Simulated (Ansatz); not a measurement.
Hf, 2 atoms in the cell. The structure is hexagonal, space group P6_3/mmc (No. 194). The conventional cell has a = 3.197 Å, b = 3.197 Å, c = 5.058 Å, α = 90.00°, β = 90.00°, γ = 120.00°. Around Hf (site symmetry -6m2) lie 12 Hf at 3.13 to 3.20 Å. 

```yaml
Program: Ansatz 0.2.0
Task: electric field gradients
Functional: PBE
Dispersion: D4
Potentials_or_basis: Ansatz PAW accurate
Cutoff: 600 eV
Density_cutoff: 2400 eV
k_mesh: 10 × 10 × 5
Occupations: cold, width 0.1 eV
Spin: collinear spin, random start
Starting_moments: "[0.47, -0.39] μB"
Driver: chain
```

Potentials or basis: Ansatz PAW accurate.

Launch:

```sh
$ python run.py
```

Hardware: 2 threads of Arm Neoverse V1, on a shared host.

Task: How long does it take, and how much memory?

Result: Run time: 17 s on 2 threads of Arm Neoverse V1, with other jobs on the host, peak memory 0.54 GiB. Counts: scf iterations 13, plane waves 1461, k points 42, bands 30, engine runs 1.
